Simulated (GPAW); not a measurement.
The system is Bi.

```
Bi
1.0
     2.26750    1.30914    3.93800
    -2.26750    1.30914    3.93800
     0.00000   -2.61828    3.93800
Bi
2
Direct
  0.76600 0.76600 0.76600
  0.23400 0.23400 0.23400
```

Program: GPAW 26.7.0. Alike in all runs: cell as given; smearing fermi-dirac 0.05 eV.

Problem. Order these runs on this cell by their pressure, lowest first.
A. level PBEsol; potentials or basis PAW data sets generated in the run's folder for this functional, pw; spin off; k mesh 7 × 7 × 7; cutoff (eV) 600; maxiter 150
B. level RPBE; potentials or basis the program's PAW data sets (release 1.2.1) made for this functional, pw; spin SOC, no magnetisation; k mesh 5 × 5 × 5; cutoff (eV) 600; maxiter 150; band path GLB1,BZGX,QFP1Z,LP; band points 60; spin axis theta (degrees) 0
C. level LDA; potentials or basis the program's PAW data sets (release 1.2.1) made for this functional, pw; spin off; k mesh 6 × 6 × 6; cutoff (eV) 450; maxiter 120; convergence default
D. level r2SCAN; potentials or basis GPAW PAW data sets (gpaw-data 1.2.1), pw; spin off; k mesh 6 × 6 × 6; cutoff (eV) 600; maxiter 150; band path GLB1,BZGX,QFP1Z,LP; band points 60
E. level TASK; potentials or basis GPAW PAW data sets (gpaw-data 1.2.1), pw; spin off; k mesh 7 × 7 × 7; cutoff (eV) 600; maxiter 150

Solution. C (-2.1 GPa), A (-0.4 GPa), D (1.3 GPa), B (3.2 GPa), E (5.1 GPa).

Caveats: the PAW data sets were made with another functional, which shifts forces and pressure a little (some runs); the cutoff is short for stress and forces, so pressures can be off by a GPa or more (some runs); spin-orbit coupling was added after a scalar SCF, so levels and gaps hold it while energy, forces, pressure and moments don't (some runs).

Not every run made on this cell is shown here.
